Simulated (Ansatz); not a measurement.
Worked example: C2H8GeO + C4H10O → CH6GeO2 + C5H12

Gas-phase species: C2H8GeO `C[O][GeH2][CH3]`, singlet; C4H10O `CC(C)(C)O`, singlet; CH6GeO2 `C[O][GeH2][OH]`, singlet; C5H12 (neopentane) `CC(C)(C)C`, singlet. The partners trade CH3 for OH: Ge–CH3 and C–OH bonds give way to Ge–OH and C–CH3.

Shapes, held fixed at every level: PBE0-D4/def2-TZVP. Flexible molecules stand in one conformer, not always the lowest. Programs: Ansatz 0.2.0. Electronic energies: no zero-point or thermal term.

At CCSD(T)/def2-TZVPP; 1 Eh = 2625.50 kJ/mol:

```
species   energy (Eh)
C2H8GeO  -2231.625685
 C4H10O   -233.292689
CH6GeO2  -2267.542037
  C5H12   -197.402711
```

**Question.** Work out ΔE of the reaction at this level.

**Answer.** 
1. Products less reactants: (-2267.542037) + (-197.402711) − [(-2231.625685) + (-233.292689)] = -0.026374 Eh = -69.2 kJ/mol.

Other levels give -76.6 (MP2/def2-SVP) to -60.2 kJ/mol (PBE-D4/def2-TZVPP). No measured value is set beside it here. Relativity is left out for Ge. Outer-core shells of Ge are correlated, in sets that cover them unevenly.
